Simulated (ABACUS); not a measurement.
Input of an ABACUS 3.10.1 run:

File INPUT:

```
INPUT_PARAMETERS
suffix              Ge
calculation         scf
basis_type          pw
pseudo_dir          ./
latname             fcc
symmetry            1
dft_functional      GGA_X_B88+GGA_C_P86
ecutwfc             79
pseudo_rcut         10
nspin               1
nbands              24
ks_solver           dav
smearing_method     fd
smearing_sigma      0.00367493
scf_thr             1e-08
scf_nmax            100
mixing_type         broyden
mixing_beta         0.7
cal_force           1
cal_stress          1
out_chg             1
kpar                4
```

Contents of STRU:

```
ATOMIC_SPECIES
Ge 72.6300 Ge.upf

LATTICE_CONSTANT
10.6917302624

ATOMIC_POSITIONS
Direct

Ge
0.0
2
0.2500000000 0.2500000000 0.2500000000 1 1 1
0.5000000000 0.5000000000 0.5000000000 1 1 1
```

File KPT:

```
K_POINTS
0
Gamma
6 6 6 0 0 0
```

Potentials or basis: PseudoDojo NC SR 0.5 PBE standard, plane waves.

The run is started by

```bash
$ OMP_NUM_THREADS=1 mpirun -np 4 abacus > log
```

Question: Predict the band gap on the k mesh.

Answer: None (metal or under the smearing width).

Question: What does it give for the pressure?

Answer: 4.2 GPa.

Caveat: the potentials were made for another functional, which shifts forces and pressure; this crystal is a semiconductor, whose small gap the functional closes, so the metal is an error of the method.

**Experimental background.**

From “Temperature-dependent photoluminescence in Ge: experiment and theory”, 2020, arxiv:2003.00143, for a bulk crystal of Ge at 0 K: band gap 0.744 eV (indirect).

A measured gap of Ge is 0.744 eV (indirect; 0 K; “Temperature-dependent photoluminescence in Ge: experiment and theory”, 2020, arxiv:2003.00143); the calculated 0.00 eV misses it by -0.74 eV. 3 values of this kind are on record (0.666 to 0.807 eV); this one was drawn at random among those near their median. Spin-orbit coupling on Ge is left out. The value is that of BP86 on a finite k mesh, which can miss the band edges, without temperature or zero-point motion.
